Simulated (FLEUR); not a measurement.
## PbSe (Clausthalite): equation of state with PBE

The system is PbSe (Clausthalite).

```
Pb Se
1.0
     0.00000    3.06065    3.06065
     3.06065    0.00000    3.06065
     3.06065    3.06065    0.00000
Pb Se
1 1
Direct
  0.00000 0.00000 0.00000
  0.50000 0.50000 0.50000
```

```
Program             : FLEUR MaX-R8.1 (later development tree)
Task                : equation of state
Functional          : PBE
Potentials or basis : all-electron
Basis               : FLAPW
Kmax                : 4.1 1/bohr
k mesh              : 8 × 8 × 8
Occupations         : fermi-dirac, width 0.05 eV
Spin                : no spin polarisation
```

The equilibrium volume is 30.06 Å³/atom, the bulk modulus is 47 GPa and the pressure derivative of the bulk modulus is 4.2.

Energy against volume, from the lowest point:
```tsv
volume (Å³/atom)	energy (meV/atom)
26.951	56.37
27.524	36.06
28.097	20.67
28.671	9.85
29.244	3.06
29.818	0.00
30.391	0.23
```

The cell as given is a measured one (28.67 Å³/atom); PBE puts the equilibrium volume +4.8 % from it, thermal expansion not counted.

Spin-orbit coupling is left out, which matters for the levels of Pb.
